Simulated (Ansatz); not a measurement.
# GaP (F-43m): how the settings move a single-point run

Aim: see which settings change the result for GaP (F-43m), by how much, and at what cost.

Program: Ansatz 0.2.0. Level of theory: reference: DFT PBE, scalar-relativistic, plane waves, PAW. These are calculated values, not measurements.

1 further run of the same task is left out (set aside as unsound or not needed). Runs told in other sessions of the task aren't counted.

### Step 1. Starting point

The structure is cubic, space group F-43m (No. 216). Conventional cell: a = 5.506 Å, b = 5.506 Å, c = 5.506 Å, α = 90.00°, β = 90.00°, γ = 90.00°. Ga (site symmetry -43m) has 4 P at 2.38 Å in its first shell of neighbours. P (site symmetry -43m) is surrounded by 4 Ga at 2.38 Å.

Structure file:

```
Ga P
1.0
     0.00000    2.75308    2.75308
     2.75308    0.00000    2.75308
     2.75308    2.75308    0.00000
Ga P
1 1
Direct
  0.00000 0.00000 0.00000
  0.75000 0.75000 0.75000
```

### Step 2. Reference

File input.yaml:

```yaml
crystal:
  lattice:
    - [0.0, 2.7530800596, 2.7530800596]
    - [2.7530800596, 0.0, 2.7530800596]
    - [2.7530800596, 2.7530800596, 0.0]
  atoms:
    - { symbol: Ga, position: [0.0, 0.0, 0.0] }
    - { symbol: P, position: [0.75, 0.75, 0.75] }
basis:
  ecutwfc: 420
  ecutrho_ratio: 4
kpoints:
  mp_grid: { grid: [10, 10, 10] }
hamiltonian:
  xc: pbe
scf:
  occupations: { method: gaussian, width: 0.05 }
output:
  forces: true
  stress: true
  eigenvalues: true
```

The run is started by

```
ansatz run input.yaml --threads 2 --pin off --max-ram 2662MiB --backend cpu --events-out ev --progress --plain --runs-dir out
```

### Step 3. Changed: occupations.method tetrahedron_uncorrected, chi_scale 0.0, mixing.algorithm msr1, mixing.beta 0.3, mixing.ndim 8, width left out

Changes to input.yaml since step 2:

```diff
@@ -16,3 +16,5 @@
 scf:
-  occupations: { method: gaussian, width: 0.05 }
+  occupations: { method: tetrahedron_uncorrected }
+  initial_density: { chi_scale: 0.0 }
+  mixing: { algorithm: msr1, beta: 0.3, ndim: 8 }
 output:
@@ -20,2 +22 @@
   stress: true
-  eigenvalues: true
```

### Step 4. Changed: symmetry.detect false

Changes to input.yaml since step 2:

```diff
@@ -8,2 +8,3 @@
     - { symbol: P, position: [0.75, 0.75, 0.75] }
+  symmetry: { detect: false }
 basis:
@@ -20,2 +21 @@
   stress: true
-  eigenvalues: true
```

### Step 5. Variant: occupations.width 0.3

Changes to input.yaml since step 2:

```diff
@@ -16,3 +16,3 @@
 scf:
-  occupations: { method: gaussian, width: 0.05 }
+  occupations: { method: gaussian, width: 0.3 }
 output:
@@ -20,2 +20 @@
   stress: true
-  eigenvalues: true
```

Before running it: what results should come out? Wanted: for each run, ending; energy change; pressure; gap; force.

As calculated:

| run | ending | energy change | pressure (GPa) | gap (eV) | force (eV/Å) | cycles | time |
| --- | --- | --- | --- | --- | --- | --- | --- |
| reference | converged | 0 | 0.0 | 1.58 | 0.00 | 6 | 1.5 s |
| 1: occupations.method tetrahedron_uncorrected, chi_scale 0.0, mixing.algorithm msr1, mixing.beta 0.3, mixing.ndim 8, width left out | converged | 0.0 meV/atom (σ→0) | 0.0 | 1.58 | 0.00 | 7 | 1.5 s |
| 2: symmetry.detect false | converged | 0.0 meV/atom | 0.0 | 1.58 | 0.00 | 6 | 12 s |
| 3: occupations.width 0.3 | converged | 0.0 meV/atom (σ→0) | 0.0 | 1.58 | 0.00 | 6 | 1.3 s |

Residual by cycle in the longest SCF loop of each run; runs are numbered as in the table. The quantity is the density residual dr2, in eV.

| cycle | reference | run 1 | run 2 | run 3 |
| --- | --- | --- | --- | --- |
| 1 | 0.00154 | 0.955 | 0.00154 | 0.00154 |
| 2 | 4.3e-4 | 0.23 | 4.4e-4 | 4.4e-4 |
| 3 | 5.1e-5 | 0.0249 | 5.2e-5 | 5.2e-5 |
| 4 | 3.8e-6 | 8.8e-4 | 3.8e-6 | 3.8e-6 |
| 5 | 3.3e-7 | 3.2e-5 | 3.5e-7 | 3.4e-7 |
| 6 | 2.6e-8 | 3.3e-7 | 2.6e-8 | 2.6e-8 |
| 7 | - | 3.8e-9 | - | - |

**Reading.** Of the converged runs whose energies compare with the reference's, none moves it noticeably. Of the variants the dearest is «symmetry.detect false» (12 s), the cheapest «occupations.width 0.3» (1.3 s), on a shared host.

These are semilocal Kohn-Sham gaps, which aren't the measured quantity. Such gaps usually fall short of the measured ones.
